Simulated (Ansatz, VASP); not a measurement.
# Two plane-wave programs on SnTe

```xyz
2
Lattice="3.9047 0.0000 0.0000 0.0000 3.9047 0.0000 0.0000 0.0000 3.9047" Properties=species:S:1:pos:R:3 pbc="T T T"
Te    1.9524    1.9524    1.9524
Sn    0.0000    0.0000    0.0000
```

Measurements of this composition are mostly on another form, of space group No. 225.

Alike in both runs: task relaxation of cell and atoms; functional BLYP; dispersion D4; k mesh 7 × 7 × 7; occupations fermi-dirac, width 0.05 eV; no spin polarisation.

|  | VASP | Ansatz |
| --- | --- | --- |
| version | VASP 6.6.1 | Ansatz 0.2.0 |
| potentials or method | VASP PAW PBE potentials, release 64 (Te, Sn_d) | Ansatz PAW |
| plane-wave cutoff (eV) | 600 | 420 |
| valence electrons in the cell | 20 | 30 |

```tsv
	VASP	Ansatz	Ansatz less VASP
gap on the k mesh at the Fermi level, each at its own relaxed structure (eV)	none	none	-
relaxed volume (Å³/atom)	33.52	31.10	-2.417
relaxed cell length with the largest relative difference (Å)	4.062	3.962	-0.1001
energy change over the relaxation (meV/atom)	-105	-63	+41.4
```

A gap of «none» marks a metal or a gap that the smearing closes. One of these differences is far larger than is usual between the two programs; its cause wasn't traced. The two sets of potentials don't hold the same shells in valence.

Caveats: pairwise dispersion overbinds metals, which lowers pressure and volume; the PAW data sets were made with another functional, which shifts forces and pressure a little (VASP); the plane-wave basis is chosen anew once the cell has moved, so the energies of steps on either side of that aren't comparable (Ansatz); the PAW data sets come from PBE, with cores solved anew for the run's functional, which leaves a small shift of forces and pressure (Ansatz). Spin-orbit coupling is left out, which matters for the levels of Te.
